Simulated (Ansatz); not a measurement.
A crystal relaxed with r2SCAN+rVV10 in the plane-wave code Ansatz has space group P6_3/mmc (No. 194) and a = 3.305 Å, c = 13.088 Å.

```json
{"atom": "Mo", "site": "2c", "x": "0.3333", "y": "0.6667", "z": "0.2500"}
{"atom": "Xx", "site": "4f", "x": "0.6667", "y": "0.3333", "z": "0.3766"}
```

r2SCAN gives an indirect gap of 1.00 eV, from Γ to K–Γ (0.45 of the way from K); the least direct gap is 1.49 eV at K. HSE06 gives an indirect gap of 1.39 eV, from Γ to K–Γ (0.45 of the way from K); the least direct gap is 1.83 eV at K. Meshes: r2SCAN 12×12×2, HSE06 6×6×2. r2SCAN's ε∞ is 16.0 along x and y, 6.8 along z.

**Question.** Which element is Xx?
A. Te
B. O
C. S
D. Se

**Answer.** D. Xx is Se: MoSe2, 2H-MoS2 type. Mo is surrounded by 6 Se at 2.53 Å; Se is surrounded by 3 Mo at 2.53 Å.

Calculated for a static, non-magnetic cell.

Spin-orbit coupling is left out.

Where an edge lies off the special points, it is a point of the mesh or the k point where a search put PBE's edge or least direct gap, reused for the other functionals, whose own edges may lie a little apart.

The meshes of the hybrids are coarse, so their gaps aren't converged to the digits shown.
